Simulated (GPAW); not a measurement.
**TaN: relaxation of cell and atoms with BLYP**

TaN:

```
Ta N
1.0
     0.00000    2.21132    2.21132
     2.21132    0.00000    2.21132
     2.21132    2.21132    0.00000
Ta N
1 1
Direct
  0.50000 0.50000 0.50000
  0.00000 0.00000 0.00000
```

The cell comes from a database or a generator and needn't be the stable form of this composition.

```yaml
Program: GPAW 26.7.0
Task: relaxation of cell and atoms
Functional: BLYP
Potentials_or_basis: PAW data sets generated in the run's folder for this functional
Cutoff: 800 eV
Basis: pw
k_mesh: 10 × 10 × 10
Occupations: fermi-dirac, width 0.05 eV
Spin: no spin polarisation
Eigensolver: davidson
Maxiter: 150
Optimizer: BFGS
Fmax: 0.02 eV/Å
Max_steps: 100
Convergence: density=1e-05 forces=0.0001
```

- Relaxed volume: 11.07 Å³/atom
- Relaxed cell: a = 3.152 Å, b = 3.152 Å, c = 3.152 Å, α = 60.00°, β = 60.00°, γ = 60.00°
- Space group after relaxing (to 0.05 Å): Fm-3m (No. 225)
- Energy gained by relaxing: 7.0 meV/atom
- Ionic steps: 3
- Pressure after relaxing: 0.1 GPa
- Band gap on the k mesh: none (metal or under the smearing width)

Step by step:
```csv
step,energy change (eV),largest force (eV/Å),pressure (GPa),volume (Å³)
1,0.0000,0.0000,7.60,21.63
2,-0.0096,0.0000,4.00,21.87
3,-0.0140,0.0000,0.11,22.14
```

Final structure:
```
Ta N
1.0
     0.00000    2.22872    2.22872
     2.22872    0.00000    2.22872
     2.22872    2.22872    0.00000
Ta N
1 1
Direct
  0.50000 0.50000 0.50000
  0.00000 0.00000 0.00000
```

Levels at points of the mesh, in eV from the Fermi level:
```csv
k point,band 7,band 8,band 9,band 10,band 11,band 12
"(0.00, 0.00, 0.00)",-3.76,-3.76,-1.99,-1.99,-1.99,0.01
"(0.50, 0.50, 0.00)",-5.05,-4.54,-4.54,1.89,3.14,3.14
"(0.50, 0.50, 0.50)",-7.27,-7.27,1.66,1.66,1.79,4.05
```

Wall time 65 s on 1 thread of Arm Neoverse V1 (shared host), peak memory 0.21 GiB.

Caveat: later steps reuse the first step's grids. The run has no spin-orbit coupling, so splittings on Ta are missing.
